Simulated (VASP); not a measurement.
# CdSe (F-43m) in VASP: notebook, part 4 of 4

VASP 6.6.1. Earlier steps stand in the parts before.

## Step 6: Phonons, LDA

This run uses another cell than the first one, of 27.31 Å³/atom, 0.914 times its volume.

Input file POSCAR:

```
CdSe
1.0
    0.0000000000      3.0112966499      3.0112966499
    3.0112966499      0.0000000000      3.0112966499
    3.0112966499      3.0112966499      0.0000000000
  Cd              Se
     1     1
Direct
     0.0000000000000000    0.0000000000000000    0.0000000000000000
     0.7500000000000000    0.7500000000000000    0.7500000000000000
```

Input file INCAR.step1:

```
SYSTEM = CdSe
PREC = Accurate ; ENCUT = 600
EDIFF = 1E-8 ; ISMEAR = 0
SIGMA = 0.03 ; LREAL = .False.
LASPH = .True. ; NELM = 80
ALGO = Fast ; ISIF = 3
LWAVE = .False. ; LCHARG = .False.
IBRION = 2 ; NSW = 40
EDIFFG = -0.002
```

Input file INCAR.step2:

```
SYSTEM = CdSe
PREC = Accurate ; ENCUT = 600
EDIFF = 1E-8 ; ISMEAR = 0
SIGMA = 0.03 ; LREAL = .False.
LASPH = .True. ; NELM = 80
ALGO = Fast ; ISIF = 2
LWAVE = .False. ; LCHARG = .False.
IBRION = 6 ; NFREE = 2
POTIM = 0.015 ; NSW = 1
```

Input file KPOINTS:

```
regular mesh
0
Gamma
  8 8 8
  0 0 0
```

Potentials or basis: VASP PAW LDA potentials, release 64 (Cd, Se).

The run is started by

```console
> cat potpaw_LDA.64/Cd/POTCAR potpaw_LDA.64/Se/POTCAR > POTCAR
> cp INCAR.step1 INCAR
> mpirun -np 1 vasp_std > vasp.out
> cp CONTCAR POSCAR
> cp INCAR.step2 INCAR
> mpirun -np 1 vasp_std > vasp.out
```

OUTCAR:

```text
SYSTEM = CdSe
   PREC = Accurate
   ENCUT = 600
   EDIFF = 1E-8
   ISMEAR = 0
   LREAL = .False.
   LASPH = .True.
   NELM = 80
   ISIF = 2
   IBRION = 6
   NFREE = 2
   POTIM = 0.015
   NSW = 1

 ion  position               nearest neighbor table
   1  0.000  0.000  0.000-   2 2.61   2 2.61   2 2.61   2 2.61
   2  0.750  0.750  0.750-   1 2.61   1 2.61   1 2.61   1 2.61

  LATTYP: Found a face centered cubic cell.
 ALAT       =     6.0225932998

  Lattice vectors:

 A1 = (   0.0000000000,   3.0112966499,   3.0112966499)
 A2 = (   3.0112966499,   0.0000000000,   3.0112966499)
 A3 = (   3.0112966499,   3.0112966499,   0.0000000000)

Analysis of symmetry for initial positions (statically):
=====================================================================
 Subroutine PRICEL returns:
 Original cell was already a primitive cell.

 Routine SETGRP: Setting up the symmetry group for a
 face centered cubic supercell.

 Subroutine GETGRP returns: Found 24 space group operations
 (whereof 24 operations were pure point group operations)
 out of a pool of 48 trial point group operations.

The static configuration has the point symmetry T_d .

Analysis of symmetry for dynamics (positions and initial velocities):
=====================================================================
 Subroutine PRICEL returns:
 Original cell was already a primitive cell.

 Routine SETGRP: Setting up the symmetry group for a
 face centered cubic supercell.

 Subroutine GETGRP returns: Found 24 space group operations
 (whereof 24 operations were pure point group operations)
 out of a pool of 48 trial point group operations.

The dynamic configuration has the point symmetry T_d .

 Subroutine INISYM returns: Found 24 space group operations
 (whereof 24 operations are pure point group operations),
 and found     1 'primitive' translations

----------------------------------------------------------------------------------------

                                     Primitive cell

  volume of cell :      54.6123

  direct lattice vectors                    reciprocal lattice vectors
     0.000000000  3.011296650  3.011296650    -0.166041429  0.166041429  0.166041429
     3.011296650  0.000000000  3.011296650     0.166041429 -0.166041429  0.166041429
     3.011296650  3.011296650  0.000000000     0.166041429  0.166041429 -0.166041429

  length of vectors
     4.258616563  4.258616563  4.258616563     0.287592192  0.287592192  0.287592192

  position of ions in fractional coordinates (direct lattice)
     0.000000000  0.000000000  0.000000000
     0.750000000  0.750000000  0.750000000

  ion indices of the primitive-cell ions
[... 107 lines left out ...]
 non-spin polarized calculation
 RMM-DIIS sequential band-by-band and
 Gauss-broadening in eV      SIGMA  =   0.03
  energy-cutoff  :      600.00
  volume of cell :       54.61
 maximum number of plane-waves:      1847
 NGX is ok and might be reduce to    36
   NGX = 17   NGY = 17   NGZ = 17

--------------------------------------- Ionic step        1  -------------------------------------------

 number of electron      18.0000003 magnetization

 Free energy of the ion-electron system (eV)
  ---------------------------------------------------
  ext. energy  EPLUGINS =         0.00000000
  ---------------------------------------------------
  free energy    TOTEN  =        -6.76191014 eV

  energy without entropy =       -6.76191014  energy(sigma->0) =       -6.76191014

------------------------ aborting loop because EDIFF is reached ----------------------------------------

  FORCE on cell =-STRESS in cart. coord.  units (eV):
  Direction    XX          YY          ZZ          XY          YZ          ZX
  --------------------------------------------------------------------------------------
  -------------------------------------------------------------------------------------
  Total        0.0030648      0.0030648      0.0030648      0.0000000      0.0000000     -0.0000000
  in kB        0.0899144      0.0899144      0.0899144      0.0000000      0.0000000     -0.0000000
  external PRESSURE =       0.0899144 kB  Pullay stress =       0.0000000 kB
[... 131 lines left out ...]
--------------------------------------- Ionic step        5  -------------------------------------------

 number of electron      18.0000003 magnetization

 Free energy of the ion-electron system (eV)
  ---------------------------------------------------
  ext. energy  EPLUGINS =         0.00000000
  ---------------------------------------------------
  free energy    TOTEN  =        -6.76131517 eV

  energy without entropy =       -6.76131517  energy(sigma->0) =       -6.76131517

 E-fermi :   1.1954     XC(G=0):  -9.4218

 val. band max:        1.0670746449   @ k =   0.0000   0.0000   0.0000
 cond. band min:       1.4824992716   @ k =   0.0000   0.0000   0.0000
 fundamental gap:      0.4154246267
 Fermi energy:         1.1953708530

 k-point     1 :       0.0000    0.0000    0.0000
  band No.  band energies     occupation
      1     -11.7597      2.00000
      2      -7.0120      2.00000
      3      -7.0021      2.00000
      4      -6.9924      2.00000
      5      -6.5898      2.00000
      6      -6.5896      2.00000
      7       1.0502      2.00000
      8       1.0590      2.00000
      9       1.0671      2.00000
     10       1.4825      0.00000
     11       6.8460      0.00000
     12       6.8541      0.00000
     13       6.8633      0.00000
[... 354 lines left out ...]
  band No.  band energies     occupation
      1     -11.2905      2.00000
      2      -6.8652      2.00000
      3      -6.8386      2.00000
      4      -6.6128      2.00000
      5      -6.5721      2.00000
      6      -6.1773      2.00000
      7      -3.3120      2.00000
      8      -1.0675      2.00000
      9      -0.2677      2.00000
     10       4.8411      0.00000
     11       6.3191      0.00000
     12       7.8154      0.00000
     13       8.9868      0.00000

 [... further k-points ...]
[... 5 lines left out ...]
  --------------------------------------------------------------------------------------
  -------------------------------------------------------------------------------------
  Total        0.0026584      0.0047942      0.0047942      0.0000000     -0.1039854      0.0000000
  in kB        0.0779893      0.1406487      0.1406487      0.0000000     -3.0506484      0.0000000
  external PRESSURE =       0.1197622 kB  Pullay stress =       0.0000000 kB
[... 17 lines left out ...]
  FREE ENERGIE OF THE ION-ELECTRON SYSTEM (eV)
  ---------------------------------------------------
  free  energy   TOTEN  =        -6.7613151706 eV

  energy  without entropy=       -6.7613151706  energy(sigma->0) =       -6.76131517

 INTERNAL STRAIN TENSORS FROM DISPLACED ATOMS
 ============================================

 INTERNAL STRAIN TENSOR FOR ION    1 for displacements in x,y,z  (eV/Angst):
          X           Y           Z          XY          YZ          ZX
  --------------------------------------------------------------------------------
  x     0.00000     0.00000     0.00000     0.00000    -6.93196     0.00000
  y     0.00000     0.00000     0.00000     0.00000     0.00000    -6.93196
  z     0.00000     0.00000     0.00000    -6.93196     0.00000     0.00000

 INTERNAL STRAIN TENSOR FOR ION    2 for displacements in x,y,z  (eV/Angst):
          X           Y           Z          XY          YZ          ZX
  --------------------------------------------------------------------------------
  x     0.00000     0.00000     0.00000     0.00000     6.93397     0.00000
  y     0.00000     0.00000     0.00000     0.00000     0.00000     6.93397
  z     0.00000     0.00000     0.00000     6.93397     0.00000     0.00000

 Eigenvectors and eigenvalues of the dynamical matrix
 ----------------------------------------------------

   1 f  =    5.284262 THz    33.202000 2PiTHz  176.264019 cm-1    21.853943 meV
             X         Y         Z           dx          dy          dz
      0.000000  0.000000  0.000000     0.643028    0.000000    0.000000
      4.516945  4.516945  4.516945    -0.765843   -0.000000   -0.000000
[... 21 lines left out ...]
   6 f/i=    0.004737 THz     0.029765 2PiTHz    0.158018 cm-1     0.019592 meV
             X         Y         Z           dx          dy          dz
      0.000000  0.000000  0.000000     0.204593    0.307187    0.671039
      4.516945  4.516945  4.516945     0.171783    0.257924    0.563427

 ELASTIC MODULI CONTR FROM IONIC RELAXATION (kBar)
 Direction    XX          YY          ZZ          XY          YZ          ZX
 --------------------------------------------------------------------------------
 XX           0.0000      0.0000      0.0000      0.0000      0.0000      0.0000
 YY           0.0000      0.0000      0.0000      0.0000      0.0000      0.0000
 ZZ           0.0000      0.0000      0.0000      0.0000      0.0000      0.0000
 XY           0.0000      0.0000      0.0000   -266.0187      0.0000      0.0000
 YZ           0.0000      0.0000      0.0000      0.0000   -266.0187      0.0000
 ZX           0.0000      0.0000      0.0000      0.0000      0.0000   -266.0187
 --------------------------------------------------------------------------------
```

It took 3.2 min on 1 thread of AMD EPYC 9R45 (Zen 5), shared host; peak memory 0.25 GiB.

What came out:

* Highest phonon frequency at Γ, LO-TO splitting left out: 176 cm⁻¹

Phonon frequencies in cm⁻¹ (negative: imaginary):
```tsv
q point	frequencies
(0.000, 0.000, 0.000)	0 0 0 176 176 176
```
